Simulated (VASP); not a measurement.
GaAs (strained zincblende), PBE single-point calculation: Ansatz's output and VASP's

```yaml
crystal:
  lattice:
    - [0.00000, 2.81127, 2.85161]
    - [2.81127, 0.00000, 2.85161]
    - [2.81127, 2.81127, 0.00000]
  atoms:
    - { symbol: Ga, position: [0.00000, 0.00000, 0.00000] }
    - { symbol: As, position: [0.25000, 0.25000, 0.25000] }
```

Ansatz printed

```
SCF 1 converged in 6 iterations: F = -8639.830694 eV  dr2 = 2.07e-8
  greatest PAW one-centre occupation: 0.999 electrons in one spin orbital (limit 2), on the As atom at site 1 (counted from 0), in its partial waves of l = 2
NSCF: frozen V_eff on 6 k-points
SCF converged after 6 iterations
Free energy (F): -8639.830694 eV
Harris-Foulkes:  -8639.830694 eV  (|F-HF|=3.33e-9)
Internal energy: -8639.830694 eV  (E = F + TS)
E sigma→0 (E₀):  -8639.830694 eV
Entropy (-TS):   -0.000000 eV (-0.000 meV/atom)
Fermi energy:    8.502613 eV
--- Per-component energies (eV) ---
  E_band       = -311.180463
  E_kinetic    = 219.551844
  E_local      = -3911.937002  (includes V_loc(G=0)·N_el)
  E_nonlocal   = -245.784573
  E_hartree    = 1972.039521
  E_xc         = -148.534393
  E_vxc        = -137.581435  (∫ρ·V_xc dr)
  E_paw        = -3824.256148  (= ΣΔE_a)
  E_vpaw       = -179.509511  (= ΣTr[D̂ρ^β])
  E_aug_tail   = -0.000099  (compensation charges beyond the density's cutoff)
  E_ewald      = -2700.909844
  E_smearing   = -0.000000  (= −TS)
  E_closure    = 0.000000  (closes the sum)
  Σ components = -8639.830694   (vs F -8639.830694, Δ=0.00e0)
--- Forces (eV/Å), atoms counted from 1 ---
  atom   1  Ga     0.00000000    -0.00000000    -0.00000000
  atom   2  As    -0.00000000    -0.00000000     0.00000000
  max |Σ_I F_I| component: 1.01e-16 eV/Å
--- Stress (GPa, compression-positive) ---
        3.733861       0.000000       0.000000
        0.000000       3.733861       0.000000
        0.000000       0.000000       2.866336
  P = ⅓ Tr σ = 3.4447 GPa (34.447 kbar)
--- Band table (eV; the first three rows and the last of 59) ---
  k-point 0: bands = ["-26.9216", "-26.9216", "-26.9202", "-26.9122", "-26.9104", "-6.5738", "-6.5702", "-6.5702", "-6.4930", "-6.4909", "-4.5280", "8.1600", "8.2438", "8.2438", "8.7474", "11.9442", "11.9442", "11.9825"]
  k-point 1: bands = ["-26.9215", "-26.9215", "-26.9200", "-26.9121", "-26.9104", "-6.5855", "-6.5688", "-6.5666", "-6.4933", "-6.4910", "-4.3446", "6.2548", "7.9460", "8.0132", "9.8183", "12.2958", "12.2965", "12.4374"]
  k-point 2: bands = ["-26.9214", "-26.9212", "-26.9198", "-26.9120", "-26.9103", "-6.6158", "-6.5611", "-6.5588", "-6.4931", "-6.4903", "-3.8329", "4.0765", "7.4916", "7.5820", "9.6748", "12.8070", "12.8378", "14.1860"]
  k-point 58: bands = ["-26.9210", "-26.9198", "-26.9198", "-26.9126", "-26.9095", "-6.6851", "-6.5207", "-6.5207", "-6.5158", "-6.4814", "-2.0530", "1.3379", "5.5969", "5.5969", "9.7421", "9.9674", "18.4035", "18.4035"]
```

Each program uses its own PAW datasets. VASP's cell holds 18 valence electrons and Ansatz's 28. Ansatz's stress includes a Pulay correction; VASP's doesn't.

Q: What does VASP give for the same cell and level of theory?

A: gap between bands v and c 0.51 eV; least direct gap 0.51 eV; pressure 3.6 GPa.

From OUTCAR

```
k-points           NKPTS =     59   k-points in BZ     NKDIM =     59   number of bands    NBANDS=     16

   NELECT =      18.0000    total number of electrons

   dimension x,y,z NGX =    30 NGY =   30 NGZ =   30
   dimension x,y,z NGXF=    60 NGYF=   60 NGZF=   60

  energy-cutoff  :      520.00
  volume of cell :       45.07
      direct lattice vectors                 reciprocal lattice vectors
     0.000000000  2.811270340  2.851609597    -0.177855538  0.177855538  0.175339570
     2.811270340  0.000000000  2.851609597     0.177855538 -0.177855538  0.175339570
     2.811270340  2.811270340  0.000000000     0.177855538  0.177855538 -0.175339570

 k-points in reciprocal lattice and weights: KPOINTS created by Atomic Simulation Env
   0.00000000  0.00000000  0.00000000       0.002
   0.12500000  0.00000000  0.00000000       0.016
   0.25000000  0.00000000  0.00000000       0.016
   0.37500000  0.00000000  0.00000000       0.016
   0.50000000  0.00000000  0.00000000       0.008
   0.12500000  0.12500000  0.00000000       0.004
   0.25000000  0.12500000  0.00000000       0.016
   0.37500000  0.12500000  0.00000000       0.016
   ...

 E-fermi :   4.2440

 k-point     1 :       0.0000    0.0000    0.0000
  band No.  band energies     occupation
      1     -10.8608      2.00000
      2     -10.8572      2.00000
      3     -10.8572      2.00000
      4     -10.7799      2.00000
      5     -10.7777      2.00000
      6      -8.7870      2.00000
      7       3.8990      2.00000
      8       3.9828      2.00000
      9       3.9828      2.00000
     10       4.4911      0.00001
     11       7.6721      0.00000
     12       7.6721      0.00000
     13       7.7106      0.00000
     14      11.5492      0.00000
     15      13.9385      0.00000
     16      14.2215      0.00000

 k-point     2 :       0.1250    0.0000    0.0000
  band No.  band energies     occupation
      1     -10.8722      2.00000
      2     -10.8559      2.00000
      3     -10.8537      2.00000
      4     -10.7801      2.00000
      5     -10.7777      2.00000
      6      -8.6038      2.00000
      7       1.9932      2.00000
      8       3.6844      2.00000
      9       3.7516      2.00000
     10       5.5581      0.00000
     11       8.0241      0.00000
     12       8.0255      0.00000
     13       8.1696      0.00000
     14      12.4838      0.00000
     15      13.1245      0.00000
     16      13.3237      0.00000

 k-point     3 :       0.2500    0.0000    0.0000
  band No.  band energies     occupation
      1     -10.9018      2.00000
      2     -10.8482      2.00000
      3     -10.8460      2.00000
      4     -10.7799      2.00000
      5     -10.7770      2.00000
      6      -8.0920      2.00000
      7      -0.1877      2.00000
      8       3.2291      2.00000
      9       3.3197      2.00000
     10       5.4111      0.00000
     11       8.5355      0.00000
     12       8.5661      0.00000
     13       9.9239      0.00000
     14      12.8559      0.00000
     15      13.0202      0.00000
     16      13.0208      0.00000

 k-point     4 :       0.3750    0.0000    0.0000
  band No.  band energies     occupation
      1     -10.9283      2.00000
      2     -10.8420      2.00000
      3     -10.8398      2.00000
      4     -10.7781      2.00000
      5     -10.7746      2.00000
      6      -7.4061      2.00000
      7      -1.9405      2.00000
      8       2.8775      2.00000
      9       2.9875      2.00000
     10       5.0822      0.00000
     11       8.6011      0.00000
     12       8.6823      0.00000
     13      11.6082      0.00000
     14      12.9365      0.00000
     15      14.1252      0.00000
     16      14.1911      0.00000

 k-point     5 :       0.5000    0.0000    0.0000
  band No.  band energies     occupation
      1     -10.9386      2.00000
      2     -10.8400      2.00000
      3     -10.8378      2.00000
      4     -10.7767      2.00000
      5     -10.7730      2.00000
      6      -7.0147      2.00000
      7      -2.6964      2.00000
      8       2.7510      2.00000
      9       2.8683      2.00000
     10       4.9574      0.00000
     11       8.5447      0.00000
     12       8.6387      0.00000
     13      11.7133      0.00000
     14      14.3683      0.00000
     15      15.7706      0.00000
     16      15.8918      0.00000

 k-point     6 :       0.1250    0.1250    0.0000
  band No.  band energies     occupation
      1     -10.8817      2.00000
      2     -10.8503      2.00000
      3     -10.8503      2.00000
      4     -10.7803      2.00000
      5     -10.7781      2.00000
      6      -8.5469      2.00000
      7       1.9271      2.00000
      8       3.3298      2.00000
      9       3.3298      2.00000
     10       6.3213      0.00000
     11       7.0796      0.00000
     12       8.6358      0.00000
     13       8.6358      0.00000
     14      11.8495      0.00000
     15      12.8089      0.00000
     16      14.4682      0.00000

 ...

  Total        1.1050185      1.1050185      0.8621438      0.0000000      0.0000000      0.0000000
  in kB       39.2784964     39.2784964     30.6453788      0.0000000      0.0000000      0.0000000
  external PRESSURE =      36.4007905 kB  Pullay stress =       0.0000000 kB

 POSITION                                       TOTAL-FORCE (eV/Angst)
 -----------------------------------------------------------------------------------
      0.00000      0.00000      0.00000        -0.000000     -0.000000     -0.000000
      1.40564      1.40564      1.42580         0.000000      0.000000      0.000000
 -----------------------------------------------------------------------------------
    total drift:                                0.000001      0.000001      0.000002

  FREE ENERGIE OF THE ION-ELECTRON SYSTEM (eV)
  ---------------------------------------------------
  free  energy   TOTEN  =        -8.2436323901 eV

  energy  without entropy=       -8.2436323808  energy(sigma->0) =       -8.24363239
```
